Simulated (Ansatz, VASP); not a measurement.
**Be in VASP and in Ansatz**

```
CELL_PARAMETERS angstrom
1.58514 -1.55676 0.00000
1.58514 1.55676 0.00000
0.00000 0.00000 3.19169
ATOMIC_POSITIONS crystal
Be 0.25000 0.75000 0.25000
Be 0.75000 0.25000 0.75000
```

Alike in both runs: functional PBE; k mesh 8 × 8 × 6; occupations gaussian, width 0.1 eV; no spin polarisation.

Ansatz relaxed the structure, and its values are those at the end. VASP's run is a single point on that final structure, the one shown.

```csv
,VASP,Ansatz
version,VASP 6.6.1,Ansatz 0.2.0
potentials or method,"VASP PAW PBE potentials, release 64 (Be)","scalar-relativistic, plane waves, PAW"
plane-wave cutoff (eV),520,420
valence electrons in the cell,4,4
```

VASP gave:

```
gap on the k mesh at the Fermi level (eV) : none
pressure (GPa)                            : 0.1
```

**Question.** Which values does Ansatz return?

**Answer.** gap on the k mesh at the Fermi level (eV): none; pressure (GPa): 0.0.

A gap of «none» marks a metal or a gap that the smearing closes. With one functional, cell and mesh, what is left measures potentials, basis and numerics.
